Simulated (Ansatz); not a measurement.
# Ti3Al: the cost of one run

Program: Ansatz 0.2.0. Level of theory: DFT PBE, scalar-relativistic, plane waves, PAW. These are calculated values, not measurements.

19 further runs of the same task are left out: 19 set aside as unsound or not needed.

### 1 The structure to begin with

Symmetry: P-6m2, No. 187, hexagonal system. The conventional cell has a = 2.930 Å, b = 2.930 Å, c = 9.232 Å, α = 90.00°, β = 90.00°, γ = 120.00°. Around Ti (site symmetry -6m2) lie 12 Ti at 2.86 to 2.93 Å. Ti (site symmetry 3m) has 9 Ti at 2.86 to 2.93 Å and 3 Al at 2.86 Å as nearest neighbours. Al (site symmetry -6m2) has 6 Ti at 2.86 Å and 6 Al at 2.93 Å as nearest neighbours.

As a file:

```
CELL_PARAMETERS angstrom
2.92974 0.00000 0.00000
-1.46487 2.53723 0.00000
0.00000 0.00000 9.23153
ATOMIC_POSITIONS crystal
Ti 0.66667 0.33333 0.00000
Ti 0.33333 0.66667 0.75046
Ti 0.33333 0.66667 0.24954
Al 0.66667 0.33333 0.50000
```

It goes back to an entry of the Materials Project, which need not be the stable form.

It is the result of an earlier relaxation at this level (volume 17.16 Å³/atom; gap on the mesh: none (metal)).

### 2 Plan of the line

Atoms count from 1 in the order of the input.

The energy is mapped over a free internal coordinate and the cell.

The axes are (1) shift of Ti2 along [0 0 1], its symmetry partners moved as symmetry demands (measured in the relaxed cell): 7 values from −0.15 Å; (2) c/a of the conventional cell at fixed volume: 7 values from 2.899 to 3.403.

Nothing else is relaxed (all other coordinates fixed). Energies count from the relaxed crystal. Points are written as (first, second).

### 3 Point (0.15 Å, 2.899)

File input.yaml:

```yaml
crystal:
  lattice:
    - [3.0123075325, 0.0, 0.0]
    - [-1.5061537662, 2.6087348472, 0.0]
    - [0.0, 0.0, 8.732378306]
  atoms:
    - { symbol: Ti, position: [0.6666666667, 0.3333333333, 0.0] }
    - { symbol: Ti, position: [0.3333333333, 0.6666666667, 0.7667062293] }
    - { symbol: Ti, position: [0.3333333333, 0.6666666667, 0.2332937707] }
    - { symbol: Al, position: [0.6666666667, 0.3333333333, 0.5] }
basis:
  ecutwfc: 520.0
kpoints:
  mp_grid: { grid: [15, 15, 6] }
hamiltonian:
  xc: pbe
  pseudopotentials: { kind: paw, azcp: { folder: soft_1 } }
scf:
  occupations: { method: gaussian, width: 0.15 }
output:
  forces: true
  stress: true
  eigenvalues: true
```

The run is started by

```console
$ ansatz run input.yaml --threads 2 --pin off --max-ram 4096MiB --backend cpu --events-out ev --progress --plain --runs-dir out
```

**Question.** How long does this run take on 2 threads of Arm Neoverse N1, shared host, and how much memory does it need?

About 18 s, with a peak of 0.45 GiB.
